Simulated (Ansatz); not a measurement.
Theory: DFT PBE, scalar-relativistic, plane waves, PAW (Ansatz 0.2.0). Settings: cutoff 420 eV, Γ-centred meshes spaced at most about 0.3 Å⁻¹, and about 0.25 Å⁻¹ or finer for metals (2π included), Gaussian smearing. No spin polarisation in the final relaxations.

These are static total energies at zero pressure. All come from trial cells, and lower structures may exist.

**Question.** Which of these relaxed structures of Cd2HgTe3 is the lowest in energy?
A.

```xyz
6
Lattice="4.6900 0.0000 0.0000 -2.3450 4.0616 0.0000 0.0000 0.0000 11.4735" Properties=species:S:1:pos:R:3 pbc="T T T"
Cd    0.0000    0.0000    0.0064
Cd    2.3450    1.3539    3.8249
Hg    0.0000    2.7078    7.6489
Te    0.0000    0.0000    8.6130
Te    0.0000    2.7078    4.7689
Te    2.3450    1.3539    0.9533
```

B.

```xyz
6
Lattice="4.3364 0.0000 0.0000 -2.1682 3.7554 0.0000 0.0000 0.0000 10.6420" Properties=species:S:1:pos:R:3 pbc="T T T"
Cd    0.0000    2.5036    7.0949
Cd    2.1682    1.2518    3.5471
Hg    0.0000    0.0000    0.0000
Te    0.0000    0.0000    5.3210
Te    0.0000    2.5036    1.8158
Te    2.1682    1.2518    8.8262
```

**Answer.** A. It has Cd and Hg ordered on zinc blende sites, space group P3m1 (No. 156); the next, B, with Cd and Hg ordered on rock salt sites, space group P-3m1 (No. 164), lies 176 meV/atom higher. Counting Te atoms around Cd and Hg (those within 1.25 times the shortest such distance or 1.15 times the sum of covalent radii), the lowest has Cd 4, Hg 4 and the next has Cd 6, Hg 6.

Spin–orbit coupling, which can matter for Hg and Te, is left out. Cells relaxed within their symmetry can be saddle points. Some candidate types were left out of the draw beforehand, so a known form may be missing.
